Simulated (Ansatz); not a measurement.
## Where the states of TePb lie

```xyz
2
Lattice="4.0023 0.0000 0.0000 0.0000 4.0023 0.0000 0.0000 0.0000 4.0023" Properties=species:S:1:pos:R:3 pbc="T T T"
Te    2.0011    2.0011    2.0011
Pb    0.0000    0.0000    0.0000
```

The cell is the one relaxed in the Materials Project (mp-20943), not relaxed further here; entries there can be hypothetical.

Spin–orbit coupling is left out, though it moves levels of the heavy atoms by tenths of an eV or more.

These are results of DFT, PBE, all-electron LAPW, scalar-relativistic in Ansatz 0.2.0, not measurements.

Sampling and basis: a Γ-centred 10×10×10 k mesh, Fermi–Dirac smearing of 0.08 eV, basis error target 1 meV/atom, no spin polarisation.

States per eV and cell, averaged over 0.4 eV, from -4.2 to 3.6 eV, with energies (bin centres) from the Fermi level; empty bins are left out. 

```csv
E (eV),total
-4.1,0.36
-3.7,0.97
-3.3,1.80
-2.9,1.89
-2.5,1.28
-2.1,1.44
-1.7,1.36
-1.3,1.54
-0.9,1.40
-0.5,2.02
-0.1,1.29
0.3,0.40
0.7,0.47
1.1,0.69
1.5,1.35
1.9,1.83
2.3,1.24
2.7,1.94
3.1,1.89
3.5,1.83
```
